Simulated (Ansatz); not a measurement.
A run of Ansatz 0.2.0:

File input.yaml:

```yaml
crystal:
  lattice:
    - [0.0, -2.11656, -2.11656]
    - [-2.11656, 0.0, -2.11656]
    - [2.11656, 2.11656, -4.23312]
  atoms:
    - { symbol: Cu, position: [0.50388754, 0.47698801, 0.4880064] }
    - { symbol: Cu, position: [0.00388754, 0.97698801, 0.9880064] }
    - { symbol: O, position: [0.74611246, 0.77301199, 0.7619936] }
    - { symbol: O, position: [0.24611246, 0.27301199, 0.2619936] }
kpoints:
  mp_grid: { grid: [8, 8, 5] }
scf:
  occupations: { method: fermi_dirac, width: 0.05 }
hamiltonian:
  xc: lda
  pseudopotentials: { kind: all_electron, lapw: { basis_error: 0.002 } }
output:
  forces: true
  stress: true
relax:
  f_tol: 0.01
  max_steps: 60
  cell: {}
```

Potentials or basis: all-electron LAPW, scalar-relativistic.

Command:

```bash
$ ansatz run input.yaml --threads 2 --pin off --max-ram 6144MiB --backend cpu --events-out ev --progress --plain --runs-dir out
```

Hardware: 2 threads of AMD EPYC 7571 (shared host).

**Question.** How long does it take, and how much memory?

**Answer.** Wall time 14 min on 2 threads of AMD EPYC 7571 (shared host), peak memory 0.86 GiB. Counts: scf iterations 39, plane waves 803, k points 162, bands 33, ion steps 6.
